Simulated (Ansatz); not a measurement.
# BN (model cell, started as rocksalt type): following an unstable mode

Wanted: the energy along a soft mode of BN (model cell, started as rocksalt type) and the structure at the end.

Main program and level: Ansatz 0.2.0; DFT PBEsol, scalar-relativistic, plane waves, PAW; PAW set soft_1.

The structure was built from a prototype and need not be the compound's stable phase.

## 1. The starting structure

The structure is cubic, space group Fm-3m (No. 225). The conventional cell has a = 3.482 Å, b = 3.482 Å, c = 3.482 Å, α = 90.00°, β = 90.00°, γ = 90.00°. Nearest to B lie 6 N at 1.74 Å. Nearest to N lie 6 B at 1.74 Å. Farther neighbours and most contacts between anions are not listed.

## 2. Response at finite wavevector

The cell comes from relaxations at this level that are not shown. Stability and thermal properties need the whole zone. Linear response on a 6×6×6 q mesh gives force constants as far as a supercell of that size would, and the tensors from the zone-centre run are typed in so that the long-range dipole term is interpolated apart.

File input.yaml:

```yaml
crystal:
  lattice:
    - [0.0, 1.7411762025, 1.7411762025]
    - [1.7411762025, 0.0, 1.7411762025]
    - [1.7411762025, 1.7411762025, 0.0]
  atoms:
    - { symbol: B, position: [0.0, 0.0, 0.0] }
    - { symbol: "N", position: [0.5, 0.5, 0.5] }
kpoints:
  mp_grid: { grid: [12, 12, 12] }
hamiltonian:
  xc: pbesol
  pseudopotentials: { kind: paw, azcp: { folder: soft_1 }, xc_functional: pbe }
scf:
  occupations: { method: fixed }
output:
  eigenvalues: true
phonons:
  method: dfpt
  qmesh: [6, 6, 6]
  temperatures: { t_max: 1000, t_step: 50 }
  qpath:
    path:
      - [[0.0, 0.0, 0.0], [0.5, 0.0, 0.5], [0.625, 0.25, 0.625]]
      - [[0.375, 0.375, 0.75], [0.0, 0.0, 0.0], [0.5, 0.5, 0.5], [0.5, 0.25, 0.75], [0.5, 0.0, 0.5]]
    npoints: 10
  non_analytic_term:
    high_frequency_dielectric_tensor: [[8.5652, 0.0, 0.0], [0.0, 8.5652, 0.0], [0.0, 0.0, 8.5652]]
    born_effective_charges:
      - { species: B, tensor: [[3.8412, 0.0, 0.0], [0.0, 3.8412, 0.0], [0.0, 0.0, 3.8412]] }
      - { species: "N", tensor: [[-3.8412, 0.0, 0.0], [0.0, -3.8412, 0.0], [0.0, 0.0, -3.8412]] }
    source: "zone-centre run at this cell"
```

Launch:

```bash
$ ansatz run input.yaml --threads 4 --pin off --max-ram 10240MiB --backend cpu --events-out ev --progress --plain --runs-dir out
```

Numbers of over 12 decimals in the logs are rounded to 6 here.

The program printed:

```text
Engine: ansatz 0.2.0, x86_64-unknown-linux-gnu
Pseudopotentials: kind: paw
Pseudopotential: B, paw, valence charge 3, recommended cutoff 420 eV (normal), soft_1/B.paw.azcp
Pseudopotential: N, paw, valence charge 5, recommended cutoff 420 eV (normal), soft_1/N.paw.azcp
Functional definition: PBEsol
  exchange = pbesol_x
  correlation = pbesol_c
Crystal: 2 atoms, lattice volume = 10.557 Å³
Basis set: ecut = 420 eV, 181 PW (Γ), exchange–correlation on 36×36×36 points (8 copies of the dense FFT grid, shifted against one another)
Bands: 8, of which v1, the nominal top of the filled ones, is band 4 counted from 1 (3 counted from 0)
Symmetry: 48 space group operations
k-points: 72 of 1728
Non-local potential: B, projectors of the file, l = 0: 2, l = 1: 2, l = 2: 1
Non-local potential: N, projectors of the file, l = 0: 2, l = 1: 2, l = 2: 1
PAW form: soft (Blöchl's): semilocal exchange-correlation on the pseudo side does not see the compensation charge
PAW frozen core: B, regenerated for the run's functional, and the local potential with it (the file was generated under x = pbe(κ = 0.804, μ = 0.219515), c = pbe(β = 0.066725))
PAW frozen core: N, regenerated for the run's functional, and the local potential with it (the file was generated under x = pbe(κ = 0.804, μ = 0.219515), c = pbe(β = 0.066725))
PAW one-centre angular grid: B, 110 points (default); XC on 64 Gauss nodes
PAW one-centre angular grid: N, 110 points (default); XC on 64 Gauss nodes
Initial density: superposition of atomic densities (chi_scale 0.1, normalization cell, long waves kept (reshape's long-wave potential 0.00 eV rms))
Initial wavefunctions: pseudopotential atomic-orbital guess
Functional: x = pbesol(κ = 0.804, μ = 0.123457), c = pbesol(β = 0.046)
SCF iter   1: F=—  HF=-530.916076 eV  |F-HF|=—  |Δ(HF+E_count)|=         —  Δρ=1.31e-1  dr2=1.53e0  ethr=3.10e-3  ⟨swp⟩=3.7  Hψ=3290  notcnv=0  defer=131
preconditioner: auto → none  [insulator: Δε(μ)=2.543 eV  Ē_g=19.100 eV  n_scr=0 (ndim 8)  ℏωp=32.3 eV  f_vac=0.000  ε∞_Penn≈3.9]
SCF iter   2: F=—  HF=-530.507677 eV  |F-HF|=—  |Δ(HF+E_count)|=   4.08e-1  Δρ=5.52e-2  dr2=1.74e-1  ethr=3.10e-3  ⟨swp⟩=2.1  Hψ=1679  notcnv=0  defer=27
SCF iter   3: F=—  HF=-530.469616 eV  |F-HF|=—  |Δ(HF+E_count)|=   3.81e-2  Δρ=1.96e-2  dr2=1.37e-2  ethr=2.18e-3  ⟨swp⟩=2.6  Hψ=877  notcnv=0  defer=138
SCF iter   4: F=—  HF=-530.473175 eV  |F-HF|=—  |Δ(HF+E_count)|=   3.56e-3  Δρ=1.07e-3  dr2=6.67e-5  ethr=1.71e-4  ⟨swp⟩=2.0  Hψ=736  notcnv=0  defer=140
SCF iter   5: F=—  HF=-530.473181 eV  |F-HF|=—  |Δ(HF+E_count)|=   5.70e-6  Δρ=2.50e-4  dr2=3.20e-6  ethr=8.33e-7  ⟨swp⟩=1.7  Hψ=700  notcnv=0  defer=48
SCF iter   6: F=—  HF=-530.473181 eV  |F-HF|=—  |Δ(HF+E_count)|=   4.35e-8  Δρ=2.70e-5  dr2=4.32e-8  ethr=4.00e-8  ⟨swp⟩=2.1  Hψ=856  notcnv=0  defer=1
SCF iter   7: F=—  HF=-530.473181 eV  |F-HF|=—  |Δ(HF+E_count)|=   1.24e-7  Δρ=1.85e-6  dr2=1.60e-10  ethr=5.40e-10  ⟨swp⟩=1.8  Hψ=702  notcnv=0
SCF iter   8: F=-530.473181 eV  HF=-530.473181 eV  |F-HF|=6.82e-13  |Δ(HF+E_count)|=  2.73e-12  Δρ=2.02e-7  dr2=1.43e-12  ethr=1.00e-12  ⟨swp⟩=5.7  Hψ=2552  notcnv=0
SCF 1 converged in 8 iterations: F = -530.473181 eV  dr2 = 1.43e-12
  greatest PAW one-centre occupation: 0.788 electrons in one spin orbital (limit 2), on the N atom at site 1 (counted from 0), in its partial waves of l = 0
NSCF: frozen V_eff on 72 k-points
NSCF: frozen V_eff on 163 k-points
DFPT response loops at q = (0, 0, 0) (fractional): preconditioner auto → none (the input reference at scf.mixing.eps_inf says where Resta's filter doesn't serve); β = 0.50; Broyden in place of MSR1
NSCF: frozen V_eff on 1872 k-points
DFPT response loops at q = (0, 0, 0.166667) (fractional): mixed as the last ones told, above
NSCF: frozen V_eff on 1872 k-points
DFPT response loops at q = (0, 0, 0.333333) (fractional): mixed as the last ones told, above
NSCF: frozen V_eff on 952 k-points
DFPT response loops at q = (0, 0, -0.5) (fractional): preconditioner auto → Resta (q_TF=auto, 2.605 Å⁻¹)  ε∞=6.8 (no band partly filled); β = 1.00, the filter's whole step (`scf.mixing.beta` (0.50) is not read by the response loops at its default; to damp them type it under 1.00, their step now; it binds the ground state too); Broyden in place of MSR1
NSCF: frozen V_eff on 1020 k-points
DFPT response loops at q = (0, 0.166667, 0.166667) (fractional): preconditioner auto → none (the input reference at scf.mixing.eps_inf says where Resta's filter doesn't serve); β = 0.50; Broyden in place of MSR1
NSCF: frozen V_eff on 3456 k-points
DFPT response loops at q = (0, 0.166667, 0.333333) (fractional): mixed as the last ones told, above
NSCF: frozen V_eff on 3456 k-points
DFPT response loops at q = (0, 0.166667, -0.5) (fractional): mixed as the last ones told, above
NSCF: frozen V_eff on 3456 k-points
DFPT response loops at q = (0, 0.166667, -0.333333) (fractional): mixed as the last ones told, above
NSCF: frozen V_eff on 1872 k-points
DFPT response loops at q = (0, 0.166667, -0.166667) (fractional): mixed as the last ones told, above
NSCF: frozen V_eff on 1020 k-points
DFPT response loops at q = (0, 0.333333, 0.333333) (fractional): mixed as the last ones told, above
NSCF: frozen V_eff on 3456 k-points
DFPT response loops at q = (0, 0.333333, -0.5) (fractional): mixed as the last ones told, above
NSCF: frozen V_eff on 1872 k-points
DFPT response loops at q = (0, 0.333333, -0.333333) (fractional): mixed as the last ones told, above
NSCF: frozen V_eff on 560 k-points
DFPT response loops at q = (0, -0.5, -0.5) (fractional): mixed as the last ones told, above
NSCF: frozen V_eff on 1872 k-points
DFPT response loops at q = (0.166667, 0.333333, -0.5) (fractional): mixed as the last ones told, above
NSCF: frozen V_eff on 3456 k-points
DFPT response loops at q = (0.166667, 0.333333, -0.333333) (fractional): mixed as the last ones told, above
NSCF: frozen V_eff on 1020 k-points
DFPT response loops at q = (0.166667, -0.5, -0.333333) (fractional): mixed as the last ones told, above
SCF converged after 8 iterations
Free energy (F): -530.473181 eV
Harris-Foulkes:  -530.473181 eV  (|F-HF|=6.82e-13)
Internal energy: -530.473181 eV  (E = F + TS)
E sigma→0 (E₀):  -530.473181 eV
Fermi energy:    14.751726 eV
--- Per-component energies (eV) ---
  E_band       = 47.283131
  E_kinetic    = 181.478388
  E_local      = -108.812233  (includes V_loc(G=0)·N_el)
  E_nonlocal   = 42.256398
  E_hartree    = 34.983919
  E_xc         = -92.366878
  E_vxc        = -114.763340  (∫ρ·V_xc dr)
  E_paw        = -198.169731  (= ΣΔE_a)
  E_vpaw       = -22.844823  (= ΣTr[D̂ρ^β])
  E_aug_tail   = 0.000912  (compensation charges beyond the density's cutoff)
  E_ewald      = -389.886764
  E_core_change = 0.042810  (= ΣΔE_core)
  E_smearing   = -0.000000  (= −TS)
  E_closure    = 0.000000  (closes the sum)
  Σ components = -530.473181   (vs F -530.473181, Δ=0.00e0)
--- Band table (eV; the first three rows and the last of 72) ---
  k-point 0: bands = ["-7.9461", "13.8130", "13.8130", "13.8130", "24.1389", "26.8412", "26.8412", "26.8412"]
  k-point 1: bands = ["-7.7487", "12.9671", "13.7961", "13.7961", "24.3449", "26.1661", "26.1661", "26.7163"]
  k-point 2: bands = ["-7.1615", "10.8646", "13.7698", "13.7698", "24.2049", "24.6128", "24.6128", "26.9083"]
  k-point 71: bands = ["0.4063", "5.0465", "5.0465", "7.6743", "21.9492", "22.5741", "29.1623", "29.1623"]
--- Phonons (Γ-DFPT): 2 representative perturbations + reference (Σ response iterations 6) ---
  ASR residual: 5.273e-5 → 0.000e0 eV/Å²; symmetrization residual: 2.945e-7 eV/Å²
  ASR residual per site (eV/Å²): 1.28e-5 5.27e-5
  Γ frequencies (cm⁻¹): -685.64 -685.64 -685.64 0.00 0.00 0.00
--- Phonons (arbitrary-q DFPT): 16 irreducible q on the 6×6×6 mesh ---
  q = [0.0000, 0.0000, 0.0000] (star 1, of the zone-centre solve; hermiticity 5.58e-8, symmetrization 7.58e-15): -685.64 -685.64 -685.64 -0.00 -0.00 -0.00
  q = [0.0000, 0.0000, 0.1667] (star 8, 2 solved perturbations on 936 of 1728 k-point pairs; hermiticity 3.71e-8, symmetrization 1.66e-12): -628.89 -628.89 205.04 205.04 464.62 981.28
  q = [0.0000, 0.0000, 0.3333] (star 8, 2 solved perturbations on 936 of 1728 k-point pairs; hermiticity 4.91e-9, symmetrization 2.05e-12): -474.18 -474.18 263.16 263.16 785.68 1065.87
  q = [0.0000, 0.0000, -0.5000] (star 4, 2 solved perturbations on 476 of 1728 k-point pairs; hermiticity 5.15e-15, symmetrization 2.37e-14): -275.42 -275.42 120.72 120.72 900.47 1092.58
  q = [0.0000, 0.1667, 0.1667] (star 6, 4 solved perturbations in 1608 linear systems a pass and spin channel, the states on 510 of 1728 k-point pairs; hermiticity 1.93e-8, symmetrization 9.99e-13): -634.13 -634.13 340.01 341.83 341.83 921.14
  q = [0.0000, 0.1667, 0.3333] (star 24, 4 solved perturbations in 5328 linear systems a pass and spin channel, the states on 1728 of 1728 k-point pairs; hermiticity 2.37e-8, symmetrization 8.80e-15): -547.80 -471.57 300.30 409.08 643.05 948.63
  q = [0.0000, 0.1667, -0.5000] (star 24, 4 solved perturbations in 5328 linear systems a pass and spin channel, the states on 1728 of 1728 k-point pairs; hermiticity 3.11e-8, symmetrization 2.23e-12): -382.68 -122.53 234.36 350.01 844.79 951.54
  q = [0.0000, 0.1667, -0.3333] (star 24, 4 solved perturbations in 5328 linear systems a pass and spin channel, the states on 1728 of 1728 k-point pairs; hermiticity 3.88e-8, symmetrization 4.74e-12): -440.36 -230.91 -61.24 499.86 800.15 968.33
  q = [0.0000, 0.1667, -0.1667] (star 12, 4 solved perturbations in 2892 linear systems a pass and spin channel, the states on 936 of 1728 k-point pairs; hermiticity 3.36e-8, symmetrization 1.91e-14): -585.92 -496.95 152.21 510.06 572.28 977.95
  q = [0.0000, 0.3333, 0.3333] (star 6, 4 solved perturbations in 1608 linear systems a pass and spin channel, the states on 510 of 1728 k-point pairs; hermiticity 2.67e-8, symmetrization 5.02e-12): -527.43 -527.43 401.65 469.19 469.19 881.32
  q = [0.0000, 0.3333, -0.5000] (star 24, 4 solved perturbations in 5328 linear systems a pass and spin channel, the states on 1728 of 1728 k-point pairs; hermiticity 4.58e-8, symmetrization 3.22e-12): -445.59 -234.19 143.14 455.80 640.25 858.73
  q = [0.0000, 0.3333, -0.3333] (star 12, 4 solved perturbations in 2892 linear systems a pass and spin channel, the states on 936 of 1728 k-point pairs; hermiticity 4.87e-8, symmetrization 7.58e-15): -339.96 -313.14 348.93 532.62 788.32 820.55
  q = [0.0000, -0.5000, -0.5000] (star 3, 4 solved perturbations in 886 linear systems a pass and spin channel, the states on 280 of 1728 k-point pairs; hermiticity 3.69e-8, symmetrization 1.00e-14): -470.03 -470.03 68.41 482.24 482.24 859.90
  q = [0.1667, 0.3333, -0.5000] (star 24, 6 solved perturbations on 936 of 1728 k-point pairs; hermiticity 4.65e-8, symmetrization 1.82e-15): -475.51 -191.40 156.03 598.13 640.94 897.34
  q = [0.1667, 0.3333, -0.3333] (star 24, 4 solved perturbations in 5208 linear systems a pass and spin channel, the states on 1728 of 1728 k-point pairs; hermiticity 4.34e-8, symmetrization 3.22e-12): -314.45 -311.24 386.36 493.26 810.63 811.68
  q = [0.1667, -0.5000, -0.3333] (star 12, 6 solved perturbations on 510 of 1728 k-point pairs; hermiticity 4.85e-8, symmetrization 3.36e-12): -410.15 -241.30 257.60 549.36 668.78 823.40
  sum rule: each row above includes the acoustic sum rule's correction from the zone centre's row sums; it moved no ω² by more than (1.01 cm⁻¹)²
  mesh force constants: q→R imaginary residual 2.24e-16; ASR residual 5.273e-5 → 0.000e0 eV/Å²; symmetrization residual 1.243e-14 eV/Å²
  interpolated dispersion: 63 rows × 6 modes
  density of states and harmonic sums: on the 30×30×30 q-mesh, interpolated from the force constants of a 6×6×6 supercell (with the dipole–dipole term of supplied tensors)
  largest difference from the sums on the solved wave vectors: F 1.36e-2 eV, S 2.23e-5 and C_V 8.50e-6 eV/K
  zero-point energy: 0.141744 eV/cell   skipped modes (ω ≤ 0): 1535, of them read as no rigid motion or as one in doubt: 1532 (2.030e0 modes/cell left out, lowest -685.64 cm⁻¹)   left out of the sums: 3.38e-1 of the cell's modes: C_V's classical limit lies that fraction below 3 k_B per atom; for a crystal, a wire or a layer, F and S can be off by more, and a phonons.interpolated_qmesh denser along its periods is the remedy for the sampling
```

Wall time 78 s (4 threads of Intel Xeon Platinum 8375C at 2.90GHz (Ice Lake), shared host); peak memory 0.79 GiB.

This step gave:

- gap on the k-mesh: 1.282 eV
- volume per atom: 5.279 Å³
- sum-rule residual before enforcement: 5.27e-5 eV/Å²
- lowest frequency on the path: -685.6 cm⁻¹
- point group: m-3m
- highest frequency on the path or at a solved wavevector: 1093 cm⁻¹
- highest optical mode at the zone centre (no LO-TO term): -685.6 cm⁻¹
- lowest optical zone-centre mode: -685.6 cm⁻¹
- lowest mode on the q mesh (acoustic modes at Γ apart): -685.6 cm⁻¹

Frequencies (cm⁻¹) solved at each irreducible wavevector; negative means imaginary. Frequencies by wavevector, by row:

```csv
q in reciprocal lattice units,star,mode 1,mode 2,mode 3,mode 4,mode 5,mode 6
0 0 0,1,-685.6,-685.6,-685.6,0,0,0
0 0 0.1667,8,-628.9,-628.9,205,205,464.6,981.3
0 0 0.3333,8,-474.2,-474.2,263.2,263.2,785.7,1066
0 0 -0.5,4,-275.4,-275.4,120.7,120.7,900.5,1093
0 0.1667 0.1667,6,-634.1,-634.1,340,341.8,341.8,921.1
0 0.1667 0.3333,24,-547.8,-471.6,300.3,409.1,643,948.6
0 0.1667 -0.5,24,-382.7,-122.5,234.4,350,844.8,951.5
0 0.1667 -0.3333,24,-440.4,-230.9,-61.2,499.9,800.1,968.3
0 0.1667 -0.1667,12,-585.9,-496.9,152.2,510.1,572.3,978
0 0.3333 0.3333,6,-527.4,-527.4,401.6,469.2,469.2,881.3
0 0.3333 -0.5,24,-445.6,-234.2,143.1,455.8,640.2,858.7
0 0.3333 -0.3333,12,-340,-313.1,348.9,532.6,788.3,820.5
0 -0.5 -0.5,3,-470,-470,68.4,482.2,482.2,859.9
0.1667 0.3333 -0.5,24,-475.5,-191.4,156,598.1,640.9,897.3
0.1667 0.3333 -0.3333,24,-314.4,-311.2,386.4,493.3,810.6,811.7
0.1667 -0.5 -0.3333,12,-410.1,-241.3,257.6,549.4,668.8,823.4
```

Interpolated from a 6×6×6 q mesh, with the LO-TO term (at Γ the limit along the path; where Γ stands inside the path, tables give the limit on arrival). The phonon branches at the labelled points (cm⁻¹):

```csv
point,branch 1,branch 2,branch 3,branch 4,branch 5,branch 6
Γ,-686,-686,0,0,0,920
halfway,-594,-594,416,432,432,904
X,-470,-470,68,482,482,860
halfway,-450,-319,-121,467,580,850
U,-384,-260,373,417,738,821
jump to K,-384,-260,373,417,738,821
halfway,-568,-440,143,559,606,976
Γ,-686,-686,0,0,0,920
halfway,-561,-561,256,256,646,1031
L,-275,-275,121,121,900,1093
halfway,-297,-296,356,412,844,884
W,-339,-339,379,579,768,768
halfway,-435,-181,-143,524,606,840
X,-470,-470,68,482,482,860
```

The phonon branches as a text plot (rows in cm⁻¹):

```
   1056 |                                   ********
    981 |                      ******     **        *
    907 |*********          ***      *****      *******
    833 |         **********                  **     ****   *****
    759 |                 ***                *           ***
    685 |                *   **                             *
    611 |              **   *****           *             ** *
    537 |             *    *    **         *            **  ****
    463 |      ***********       ***                   *       **
    389 |    *****        **      **      *          *******
    315 |   *     **     *          *    *          **      *
    241 |  *                *       *      *****   **
    166 |           *           **** *  ***     * **         *
     92 | *          *         *    **  *        *              *
     18 |*            *      **       **
    -56 |                                                      *
   -130 |              **                                     *
   -204 |               **   **                              *
   -278 |                 * *                    ********  ** *
   -352 |              *  **   *               **       ****
   -426 |             ****  *   *             *             *****
   -500 |        ******      *** *           *                 **
   -574 |      **               ****       **
   -649 |******                   *********
         Γ           X  U|K            Γ         L        W     X
```

Symmetry leaves 16 wavevectors to solve. The lowest mode among them, the acoustic zeros apart, lies at Γ and is imaginary, 685.6i cm⁻¹, so the energy falls along it.

## 3. The mode frozen in, largest atomic shift 0 Å

The mode followed lies at Γ with frequency 685.6i cm⁻¹ and is 3-fold degenerate, the softest among the wavevectors solved. At small amplitude the distorted cell has space group no. 107 by a symmetry search on the positions. The undistorted cell that holds it gives the zero of energy on the same k mesh.

input.yaml, the sections that differ from step 2:

```yaml
scf:
  occupations: { method: gaussian, width: 0.02 }
output:
  forces: true
  stress: true
  eigenvalues: true
# crystal, kpoints, hamiltonian: as in step 2
# phonons: removed
```

The program printed:

```text
[...]
Crystal: 2 atoms, lattice volume = 10.557 Å³
Basis set: ecut = 420 eV, 181 PW (Γ), exchange–correlation on 36×36×36 points (8 copies of the dense FFT grid, shifted against one another)
Bands: 8, of which v1, the nominal top of the filled ones, is band 4 counted from 1 (3 counted from 0)
Symmetry: 48 space group operations
[...]
k-points: 72 of 1728
[...]
Free energy (F): -530.473181 eV
[...]
Internal energy: -530.473181 eV  (E = F + TS)
E sigma→0 (E₀):  -530.473181 eV
Fermi energy:    15.392890 eV
[...]
--- Stress (GPa, compression-positive) ---
        0.002024      -0.000000       0.000000
       -0.000000       0.002024       0.000000
        0.000000      -0.000000       0.002024
  P = ⅓ Tr σ = 0.0020 GPa (0.020 kbar)
--- Band table (eV; the first three rows and the last of 72) ---
[...]
[key lines of the parts left out:]
SCF converged after 6 iterations
```

Run time: 0.25 s. Hardware: 4 threads; peak memory 0.3 GiB.

This step gave:

```yaml
pressure: 0.002024 GPa
energy_from_the_undistorted_cell: 0 meV/atom
```

At this level the gap is 1.28 eV on the k-mesh of the self-consistent run, which can miss the band edges.

(Part 1 of 2 ends here.)

[Logs are printed without paths, hosts, clocks, repeated set-up lines and the standing remarks that a program may print on its own settings, such as how far it seeks lower states.]

[Hosts, paths, dates, database ids (printed as entryN), source tags and the programs' standing remarks are cut or masked in the printed files.]
